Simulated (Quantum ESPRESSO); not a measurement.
# Pb (Fm-3m) in Quantum ESPRESSO: further runs

The runs below take Pb through band structure, with vdW-DF2, vdW-DF-cx.

Program: Quantum ESPRESSO 7.5. These are calculated values, not measurements. Logs are shortened: lines on timing, memory, paths and dates and some standing lists are left out, and cuts for length are marked.

### 1 Starting point

The structure is cubic, space group Fm-3m (No. 225). Conventional cell: a = 4.950 Å, b = 4.950 Å, c = 4.950 Å, α = 90.00°, β = 90.00°, γ = 90.00°. Pb (site symmetry m-3m) is surrounded by 12 Pb at 3.50 Å.

### 2 Band structure, vdW-DF2

Input file pw.in:

```
&CONTROL
  calculation = 'scf'
  prefix = 'pwscf'
  outdir = './tmp'
  pseudo_dir = './pseudo'
  tprnfor = .true.
  tstress = .true.
  disk_io = 'low'
/
&SYSTEM
  ibrav = 0
  nat = 1
  ntyp = 1
  ecutwfc = 56
  nbnd = 13
  input_dft = 'vdw-df2'
  occupations = 'smearing'
  smearing = 'fd'
  degauss = 0.00367493
/
&ELECTRONS
  conv_thr = 2d-10
  electron_maxstep = 120
  mixing_beta = 0.5
/
ATOMIC_SPECIES
Pb   207.2000 Pb.upf
CELL_PARAMETERS angstrom
   0.0000000000    2.4750200000    2.4750200000
   2.4750200000    0.0000000000    2.4750200000
   2.4750200000    2.4750200000    0.0000000000
ATOMIC_POSITIONS crystal
Pb     0.0000000000    0.0000000000    0.0000000000
K_POINTS automatic
9 9 9 0 0 0
```

Input file pp_density.in:

```
&INPUTPP
  prefix = 'pwscf'
  outdir = './tmp'
  filplot = 'density.dat'
  plot_num = 0
/
&PLOT
  nfile = 1
  filepp(1) = 'density.dat'
  iflag = 3
  output_format = 6
  fileout = 'density.cube'
/
```

Input file pp_potential.in:

```
&INPUTPP
  prefix = 'pwscf'
  outdir = './tmp'
  filplot = 'potential.dat'
  plot_num = 11
/
&PLOT
  nfile = 1
  filepp(1) = 'potential.dat'
  iflag = 3
  output_format = 6
  fileout = 'potential.cube'
/
```

Input file pp_elf.in:

```
&INPUTPP
  prefix = 'pwscf'
  outdir = './tmp'
  filplot = 'elf.dat'
  plot_num = 8
/
&PLOT
  nfile = 1
  filepp(1) = 'elf.dat'
  iflag = 3
  output_format = 6
  fileout = 'elf.cube'
/
```

Input file bands.in:

```
&CONTROL
  calculation = 'bands'
  prefix = 'pwscf'
  outdir = './tmp'
  pseudo_dir = './pseudo'
  disk_io = 'low'
  verbosity = 'high'
/
&SYSTEM
  ibrav = 0
  nat = 1
  ntyp = 1
  ecutwfc = 56
  nbnd = 13
  input_dft = 'vdw-df2'
  occupations = 'smearing'
  smearing = 'fd'
  degauss = 0.00367493
/
&ELECTRONS
  conv_thr = 1d-08
  electron_maxstep = 120
  mixing_beta = 0.5
  diago_full_acc = .true.
  startingwfc = 'random'
/
ATOMIC_SPECIES
Pb   207.2000 Pb.upf
CELL_PARAMETERS angstrom
   0.0000000000    2.4750200000    2.4750200000
   2.4750200000    0.0000000000    2.4750200000
   2.4750200000    2.4750200000    0.0000000000
ATOMIC_POSITIONS crystal
Pb     0.0000000000    0.0000000000    0.0000000000
K_POINTS crystal
60
 0.0000000000  0.0000000000  0.0000000000 1
 0.0625000000  0.0000000000  0.0625000000 1
 0.1250000000  0.0000000000  0.1250000000 1
 0.1875000000  0.0000000000  0.1875000000 1
 0.2500000000  0.0000000000  0.2500000000 1
 0.3125000000  0.0000000000  0.3125000000 1
 0.3750000000  0.0000000000  0.3750000000 1
 0.4375000000  0.0000000000  0.4375000000 1
 0.5000000000  0.0000000000  0.5000000000 1
 0.5000000000  0.0625000000  0.5625000000 1
 0.5000000000  0.1250000000  0.6250000000 1
 0.5000000000  0.1875000000  0.6875000000 1
 0.5000000000  0.2500000000  0.7500000000 1
 0.4375000000  0.3125000000  0.7500000000 1
 0.3750000000  0.3750000000  0.7500000000 1
 0.3375000000  0.3375000000  0.6750000000 1
 0.3000000000  0.3000000000  0.6000000000 1
 0.2625000000  0.2625000000  0.5250000000 1
 0.2250000000  0.2250000000  0.4500000000 1
 0.1875000000  0.1875000000  0.3750000000 1
 0.1500000000  0.1500000000  0.3000000000 1
 0.1125000000  0.1125000000  0.2250000000 1
 0.0750000000  0.0750000000  0.1500000000 1
 0.0375000000  0.0375000000  0.0750000000 1
 0.0000000000  0.0000000000  0.0000000000 1
 0.0625000000  0.0625000000  0.0625000000 1
 0.1250000000  0.1250000000  0.1250000000 1
 0.1875000000  0.1875000000  0.1875000000 1
 0.2500000000  0.2500000000  0.2500000000 1
 0.3125000000  0.3125000000  0.3125000000 1
 0.3750000000  0.3750000000  0.3750000000 1
 0.4375000000  0.4375000000  0.4375000000 1
 0.5000000000  0.5000000000  0.5000000000 1
 0.5250000000  0.4500000000  0.5250000000 1
 0.5500000000  0.4000000000  0.5500000000 1
 0.5750000000  0.3500000000  0.5750000000 1
 0.6000000000  0.3000000000  0.6000000000 1
 0.6250000000  0.2500000000  0.6250000000 1
 0.5833333333  0.2500000000  0.6666666667 1
 0.5416666667  0.2500000000  0.7083333333 1
 0.5000000000  0.2500000000  0.7500000000 1
 0.5000000000  0.2857142857  0.7142857143 1
 0.5000000000  0.3214285714  0.6785714286 1
 0.5000000000  0.3571428571  0.6428571429 1
 0.5000000000  0.3928571429  0.6071428571 1
 0.5000000000  0.4285714286  0.5714285714 1
 0.5000000000  0.4642857143  0.5357142857 1
 0.5000000000  0.5000000000  0.5000000000 1
 0.4821428571  0.4821428571  0.5357142857 1
 0.4642857143  0.4642857143  0.5714285714 1
 0.4464285714  0.4464285714  0.6071428571 1
 0.4285714286  0.4285714286  0.6428571429 1
 0.4107142857  0.4107142857  0.6785714286 1
 0.3928571429  0.3928571429  0.7142857143 1
 0.3750000000  0.3750000000  0.7500000000 1
 0.6250000000  0.2500000000  0.6250000000 1
 0.5937500000  0.1875000000  0.5937500000 1
 0.5625000000  0.1250000000  0.5625000000 1
 0.5312500000  0.0625000000  0.5312500000 1
 0.5000000000  0.0000000000  0.5000000000 1
```

Potentials or basis: PseudoDojo 0.4.1 SR PBE standard.

On the command line:

```bash
$ OMP_NUM_THREADS=1 pw.x -in pw.in > pw.out
$ OMP_NUM_THREADS=1 pp.x -in pp_density.in > pp_density.out
$ OMP_NUM_THREADS=1 pp.x -in pp_potential.in > pp_potential.out
$ OMP_NUM_THREADS=1 pp.x -in pp_elf.in > pp_elf.out
$ OMP_NUM_THREADS=1 pw.x -in bands.in > bands.out
```

pw.out:

```text
This program is part of the open-source Quantum ESPRESSO suite
     for quantum simulation of materials; please cite
         "P. Giannozzi et al., J. Phys.:Condens. Matter 21 395502 (2009);
         "P. Giannozzi et al., J. Phys.:Condens. Matter 29 465901 (2017);
         "P. Giannozzi et al., J. Chem. Phys. 152 154105 (2020);
     in publications or presentations arising from this work. More details at

     IMPORTANT: XC functional enforced from input :
     Exchange-correlation= VDW-DF2
                           (   1   4  13   0   2   0   0)
     Any further DFT definition will be discarded
     Please, verify this is what you really want

     Message from routine setup:
     using ibrav=0 with symmetry is DISCOURAGED, use correct ibrav instead

     G-vector sticks info
     --------------------
     sticks:   dense  smooth     PW     G-vecs:    dense   smooth      PW
     Sum         673     673    211                11575    11575    1989

     Using Slab Decomposition

     bravais-lattice index     =            0
     lattice parameter (alat)  =       6.6144  a.u.
     unit-cell volume          =     204.6269 (a.u.)^3
     number of atoms/cell      =            1
     number of atomic types    =            1
     number of electrons       =        14.00
     number of Kohn-Sham states=           13
     kinetic-energy cutoff     =      56.0000  Ry
     charge density cutoff     =     224.0000  Ry
     scf convergence threshold =      2.0E-10
     mixing beta               =       0.5000
     number of iterations used =            8  plain     mixing
     Exchange-correlation= VDW-DF2
                           (   1   4  13   0   2   0   0)

     celldm(1)=   6.614432  celldm(2)=   0.000000  celldm(3)=   0.000000
     celldm(4)=   0.000000  celldm(5)=   0.000000  celldm(6)=   0.000000

     crystal axes: (cart. coord. in units of alat)
               a(1) = (   0.000000   0.707107   0.707107 )
               a(2) = (   0.707107   0.000000   0.707107 )
               a(3) = (   0.707107   0.707107   0.000000 )

     reciprocal axes: (cart. coord. in units 2 pi/alat)
               b(1) = ( -0.707107  0.707107  0.707107 )
               b(2) = (  0.707107 -0.707107  0.707107 )
               b(3) = (  0.707107  0.707107 -0.707107 )

     PseudoPot. # 1 for Pb read from file:
     Pb.upf
     Pseudo is Norm-conserving + core correction, Zval = 14.0
     Generated using ONCVPSP code by D. R. Hamann
     Using radial grid of 1678 points,  6 beta functions with:
                l(1) =   0
                l(2) =   0
                l(3) =   1
                l(4) =   1
                l(5) =   2
                l(6) =   2

[... 45 lines left out ...]
        k(   34) = (  -0.0000000  -0.4714045   0.6285394), wk =   0.0658436
        k(   35) = (  -0.0785674  -0.3928371   0.7071068), wk =   0.0658436

     Dense  grid:    11575 G-vectors     FFT dimensions: (  32,  32,  32)

     Initial potential from superposition of free atoms

     starting charge      13.9979, renormalised to      14.0000

     %%%%%%%%%%%%%%%%%%%%%%%%%%%%%%%%%%%%%%%%%%%%%%%%%%%%%%%%%%%%%%%%%%%%%%%%
     %                                                                      %
     % You are using vdW-DF, which was implemented by the Thonhauser group. %
     % Please cite the following two papers that made this development      %
     % possible and the two reviews that describe the various versions:     %
     %                                                                      %
     %   T. Thonhauser et al., PRL 115, 136402 (2015).                      %
     %   T. Thonhauser et al., PRB 76, 125112 (2007).                       %
     %   K. Berland et al., Rep. Prog. Phys. 78, 066501 (2015).             %
     %   D.C. Langreth et al., J. Phys.: Condens. Matter 21, 084203 (2009). %
     %                                                                      %
     % If you are calculating stress with vdW-DF, please also cite:         %
     %                                                                      %
     %   R. Sabatini et al., J. Phys.: Condens. Matter 24, 424209 (2012).   %
     %                                                                      %
     %%%%%%%%%%%%%%%%%%%%%%%%%%%%%%%%%%%%%%%%%%%%%%%%%%%%%%%%%%%%%%%%%%%%%%%%

     %%%%%%%%%%%%%%%%%%%%%%%%%%%%%%%%%%%%%%%%%%%%%%%%%%%%%%%%%%%%%%%%%%%%%%%%
     %                                                                      %
     %  vdW-DF NEWS:                                                        %
     %                                                                      %
     %  * vdW-DF3 is now available. DOI: 10.1021/acs.jctc.0c00471           %
     %    use with input_dft = 'vdW-DF3-opt1' or 'vdW-DF3-opt2'             %
     %                                                                      %
     %  * Unscreened and range-separated hybrid vdW-DF-cx functionals       %
     %    DOI: 10.1063/1.4986522 and 10.1088/1361-648X/ac2ad2               %
     %    use with input_dft = 'vdW-DF-cx0'    and 'vdW-DF-ahcx'            %
     %  * Unscreened and range-separated hybrid vdW-DF2-b86r functionals    %
     %    DOI: 10.1063/1.4986522 and DOI: 10.1103/PhysRevX.12.041003        %
     %    use with input_dft = 'vdW-DF2-br0' and 'vdW-DF2-ahbr'             %
     %                                                                      %
     %%%%%%%%%%%%%%%%%%%%%%%%%%%%%%%%%%%%%%%%%%%%%%%%%%%%%%%%%%%%%%%%%%%%%%%%

     Starting wfcs are    9 randomized atomic wfcs +    4 random wfcs

     Self-consistent Calculation

     iteration #  1     ecut=    56.00 Ry     beta= 0.50
     Davidson diagonalization with overlap
     ethr =  1.00E-02,  avg # of iterations =  6.6

     Threshold (ethr) on eigenvalues was too large:
     Diagonalizing with lowered threshold

     Davidson diagonalization with overlap
     c_bands:  2 eigenvalues not converged
     c_bands:  1 eigenvalues not converged
     c_bands:  1 eigenvalues not converged
     ethr =  3.90E-06,  avg # of iterations = 10.3
[... 39 lines left out ...]
     iteration #  7     ecut=    56.00 Ry     beta= 0.50
     Davidson diagonalization with overlap
     ethr =  4.88E-12,  avg # of iterations =  2.9

     End of self-consistent calculation

          k = 0.0000 0.0000 0.0000 (  1459 PWs)   bands (ev):

    -5.7853  -5.7853  -5.7853  -5.6483  -5.6483  -0.2897  18.6545  18.6545
    18.6545  22.0641  23.4141  24.2216  24.2216

          k = 0.0786 0.0786-0.0786 (  1435 PWs)   bands (ev):
[... 166 lines left out ...]
    -5.7736  -5.7612  -5.6825  -5.5953  -5.4941   4.4380   9.7868  10.7193
    12.4334  22.0586  23.2746  24.2525  26.2859

     the Fermi energy is    11.4197 ev

!    total energy              =    -141.61555865 Ry
     estimated scf accuracy    <          1.9E-10 Ry
     smearing contrib. (-TS)   =      -0.00025090 Ry
     internal energy E=F+TS    =    -141.61530775 Ry

     The total energy is F=E-TS. E is the sum of the following terms:
     one-electron contribution =     -30.05096206 Ry
     hartree contribution      =      25.38210694 Ry
     xc contribution           =     -40.87933250 Ry
     ewald contribution        =     -96.06712013 Ry

     convergence has been achieved in   7 iterations

     Forces acting on atoms (cartesian axes, Ry/au):

     atom    1 type  1   force =     0.00000000    0.00000000    0.00000000

     Total force =     0.000000     Total SCF correction =     0.000000

     Computing stress (Cartesian axis) and pressure

          total   stress  (Ry/bohr**3)                   (kbar)     P=       78.00
   0.00053025   0.00000000   0.00000000           78.00        0.00        0.00
   0.00000000   0.00053025   0.00000000            0.00       78.00        0.00
   0.00000000   0.00000000   0.00053025            0.00        0.00       78.00

=------------------------------------------------------------------------------=
   JOB DONE.
=------------------------------------------------------------------------------=
```

Run time: 5.2 min. Hardware: 1 thread of Arm Neoverse V1, shared host; peak memory 0.09 GiB.

Results:

```yaml
Free_energy: -1926.7778 eV
Pressure: 7.8 GPa
Band_gap_on_the_k_mesh: none (metal or under the smearing width)
```

Levels at the corners of the path, in eV from the Fermi level:
```
point  band 3  band 4  band 5  band 6  band 7  band 8  band 9  band 10  band 11  band 12
    Γ  -17.20  -17.07  -17.07  -11.71    7.23    7.23    7.23    10.64    11.99    12.80
    X  -16.95  -16.90  -16.90   -6.89   -3.07    2.10    2.10     5.97     7.14    19.39
    W  -17.14  -17.02  -16.90   -6.80   -1.20   -1.20    0.53    11.16    12.67    12.67
    K  -17.00  -17.00  -16.94   -6.97   -2.09   -1.00    3.00     7.03    11.79    17.04
    Γ  -17.20  -17.07  -17.07  -11.71    7.23    7.23    7.23    10.64    11.99    12.80
    L  -17.19  -16.94  -16.94   -8.23   -3.94    5.48    5.48     9.88    10.13    11.57
    U  -17.00  -17.00  -16.94   -6.97   -2.09   -1.00    3.00     7.03    11.79    17.04
    W  -17.14  -17.02  -16.90   -6.80   -1.20   -1.20    0.53    11.16    12.67    12.67
    L  -17.19  -16.94  -16.94   -8.23   -3.94    5.48    5.48     9.88    10.13    11.57
    K  -17.00  -17.00  -16.94   -6.97   -2.09   -1.00    3.00     7.03    11.79    17.04
    U  -17.00  -17.00  -16.94   -6.97   -2.09   -1.00    3.00     7.03    11.79    17.04
    X  -16.95  -16.90  -16.90   -6.89   -3.07    2.10    2.10     5.97     7.14    19.39
```

Caveat: the potentials were made for another functional, which shifts forces and pressure; some levels on the path didn't converge; spin-orbit coupling is left out, which moves the levels of the heavy elements.

### 3 Band structure, vdW-DF-cx

Changes to pw.in since step 2:

```diff
@@ -15,3 +15,3 @@
   nbnd = 13
-  input_dft = 'vdw-df2'
+  input_dft = 'vdw-df-cx'
   occupations = 'smearing'
@@ -31,3 +31,3 @@
    2.4750200000    2.4750200000    0.0000000000
-ATOMIC_POSITIONS crystal
+ATOMIC_POSITIONS angstrom
 Pb     0.0000000000    0.0000000000    0.0000000000
```

Changes to bands.in since step 2:

```diff
@@ -14,3 +14,3 @@
   nbnd = 13
-  input_dft = 'vdw-df2'
+  input_dft = 'vdw-df-cx'
   occupations = 'smearing'
@@ -32,3 +32,3 @@
    2.4750200000    2.4750200000    0.0000000000
-ATOMIC_POSITIONS crystal
+ATOMIC_POSITIONS angstrom
 Pb     0.0000000000    0.0000000000    0.0000000000
```

Potentials or basis: PseudoDojo 0.4.1 SR PBE standard.

On the command line:

```bash
$ OMP_NUM_THREADS=1 pw.x -in pw.in > pw.out
$ OMP_NUM_THREADS=1 pw.x -in bands.in > bands.out
```

pw.out:

```text
This program is part of the open-source Quantum ESPRESSO suite
     for quantum simulation of materials; please cite
         "P. Giannozzi et al., J. Phys.:Condens. Matter 21 395502 (2009);
         "P. Giannozzi et al., J. Phys.:Condens. Matter 29 465901 (2017);
         "P. Giannozzi et al., J. Chem. Phys. 152 154105 (2020);
     in publications or presentations arising from this work. More details at

     IMPORTANT: XC functional enforced from input :
     Exchange-correlation= VDW-DF-CX
                           (   1   4  27   0   1   0   0)
     Any further DFT definition will be discarded
     Please, verify this is what you really want

     Message from routine setup:
     using ibrav=0 with symmetry is DISCOURAGED, use correct ibrav instead

     G-vector sticks info
     --------------------
     sticks:   dense  smooth     PW     G-vecs:    dense   smooth      PW
     Sum         673     673    211                11575    11575    1989

     Using Slab Decomposition

     bravais-lattice index     =            0
[... 182 lines left out ...]

     End of self-consistent calculation

          k = 0.0000 0.0000 0.0000 (  1459 PWs)   bands (ev):

    -5.7444  -5.7444  -5.7444  -5.6027  -5.6027  -0.5200  18.6073  18.6073
    18.6073  21.4390  22.6666  23.8066  23.8066

          k = 0.0786 0.0786-0.0786 (  1435 PWs)   bands (ev):
[... 166 lines left out ...]
    -5.7364  -5.7224  -5.6407  -5.5492  -5.4435   4.3787   9.4503  10.3981
    12.0602  21.6097  22.8243  23.7910  25.8527

     the Fermi energy is    11.1208 ev

!    total energy              =    -140.64644953 Ry
     estimated scf accuracy    <          1.8E-10 Ry
     smearing contrib. (-TS)   =      -0.00023370 Ry
     internal energy E=F+TS    =    -140.64621582 Ry

     The total energy is F=E-TS. E is the sum of the following terms:
     one-electron contribution =     -29.84470397 Ry
     hartree contribution      =      25.10717377 Ry
     xc contribution           =     -39.84156549 Ry
     ewald contribution        =     -96.06712013 Ry

     convergence has been achieved in   7 iterations

     Forces acting on atoms (cartesian axes, Ry/au):

     atom    1 type  1   force =     0.00000000    0.00000000    0.00000000

     Total force =     0.000000     Total SCF correction =     0.000000

     Computing stress (Cartesian axis) and pressure

          total   stress  (Ry/bohr**3)                   (kbar)     P=       -2.67
  -0.00001813  -0.00000000   0.00000000           -2.67       -0.00        0.00
  -0.00000000  -0.00001813  -0.00000000           -0.00       -2.67       -0.00
   0.00000000   0.00000000  -0.00001813            0.00        0.00       -2.67

=------------------------------------------------------------------------------=
   JOB DONE.
=------------------------------------------------------------------------------=
```

Wall time 2.3 min (1 thread of Arm Neoverse V1, shared host); peak memory 0.09 GiB.

Results:

- Free energy: -1913.5924 eV
- Pressure: -0.3 GPa
- Band gap on the k mesh: none (metal or under the smearing width)

Levels at the corners of the path, in eV from the Fermi level:
```csv
point,band 4,band 5,band 6,band 7,band 8,band 9,band 10,band 11
Γ,-16.72,-16.72,-11.64,7.49,7.49,7.49,10.32,11.55
X,-16.55,-16.55,-6.65,-3.12,2.18,2.18,5.60,6.89
W,-16.68,-16.55,-6.55,-1.23,-1.23,0.43,11.02,12.53
K,-16.66,-16.60,-6.73,-2.13,-1.07,3.10,6.72,11.64
Γ,-16.72,-16.72,-11.64,7.49,7.49,7.49,10.32,11.55
L,-16.59,-16.59,-8.04,-4.05,5.68,5.68,9.68,9.71
U,-16.66,-16.60,-6.73,-2.13,-1.07,3.10,6.72,11.64
W,-16.68,-16.55,-6.55,-1.23,-1.23,0.43,11.02,12.53
L,-16.59,-16.59,-8.04,-4.05,5.68,5.68,9.68,9.71
K,-16.66,-16.60,-6.73,-2.13,-1.07,3.10,6.72,11.64
U,-16.66,-16.60,-6.73,-2.13,-1.07,3.10,6.72,11.64
X,-16.55,-16.55,-6.65,-3.12,2.18,2.18,5.60,6.89
```

Caveat: the potentials were made for another functional, which shifts forces and pressure; spin-orbit coupling is left out, which moves the levels of the heavy elements.
